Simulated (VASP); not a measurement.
## MnSb: relaxation of cell and atoms with PBE

MnSb:

```
Mn Sb
1.0
     4.05952    0.00000    0.00000
    -2.02976    3.51564    0.00000
     0.00000    0.00000    5.47251
Mn Sb
2 2
Cartesian
  0.0000 0.0000 0.0000
  0.0000 0.0000 2.7363
  0.0000 2.3438 1.3681
  2.0298 1.1719 4.1044
```

```json
{
 "Program": "VASP 6.6.1",
 "Task": "relaxation of cell and atoms",
 "Functional": "PBE",
 "Potentials or basis": "VASP PAW PBE potentials, release 64 (Mn_pv, Sb)",
 "Cutoff": "520 eV",
 "k mesh": "12 × 12 × 8",
 "Occupations": "gaussian, width 1 eV",
 "Spin": "collinear spin, ferromagnetic start",
 "Starting moments": "[3.5, 3.5, 0.0, 0.0] μB",
 "Further INCAR settings": "ALGO = Normal; EDIFF = 1e-07; IBRION = 2; EDIFFG = -0.002; NSW = 80; ISIF = 3"
}
```

| Item | Value |
| --- | --- |
| Pressure after relaxing | 0.0 GPa |
| Band gap on the k mesh | none (metal or under the smearing width) |
| Net moment | 4.92 μB per cell |
| Site moments | Mn +2.52; Sb -0.11 μB |
| Valence electrons inside the program's atomic spheres | Mn 11.66; Sb 2.47 |

Final structure:
```
Mn Sb
1.0
     4.05952    0.00000    0.00000
    -2.02976    3.51564    0.00000
     0.00000    0.00000    5.47251
Mn Sb
2 2
Direct
  0.00000 0.00000 0.00000
  0.00000 0.00000 0.50000
  0.33333 0.66667 0.25000
  0.66667 0.33333 0.75000
```

Levels at points of the mesh, in eV from the Fermi level:
Spin up:
| k point | band 19 | band 20 | band 21 | band 22 | band 23 | band 24 |
| --- | --- | --- | --- | --- | --- | --- |
| (0.00, 0.00, 0.00) | 0.51 | 0.70 | 0.70 | 2.94 | 2.94 | 3.20 |
| (0.50, 0.00, 0.00) | -1.26 | -1.18 | -1.11 | 0.00 | 1.63 | 3.94 |
| (0.00, 0.00, 0.50) | 0.08 | 0.08 | 2.33 | 2.33 | 2.33 | 2.33 |
| (0.50, 0.00, 0.50) | -1.57 | -1.57 | 0.58 | 0.58 | 1.92 | 1.92 |
Spin down:
```tsv
k point	band 11	band 12	band 13	band 14	band 15	band 16	band 17	band 18	band 19	band 20
(0.00, 0.00, 0.00)	-2.76	-1.29	-0.32	-0.32	0.15	0.15	0.77	0.77	1.42	1.42
(0.50, 0.00, 0.00)	-2.82	-2.48	-2.29	-2.24	-1.40	0.20	0.46	0.64	0.79	1.32
(0.00, 0.00, 0.50)	-1.84	-1.84	-1.83	-1.83	0.31	0.31	0.31	0.31	0.93	0.93
(0.50, 0.00, 0.50)	-2.19	-2.19	-1.59	-1.59	0.16	0.16	0.65	0.65	0.67	0.67
```

Wall time 2.8 min on 1 thread of Intel(R) Xeon(R) 6975P-C (Granite Rapids), on a shared host, peak memory 0.42 GiB.

Caveat: the relaxation stopped at its first step, so nothing moved; only a ferromagnetic start was run, and an antiferromagnetic order may lie lower in energy. Spin-orbit coupling is left out, which matters for the levels of Sb.
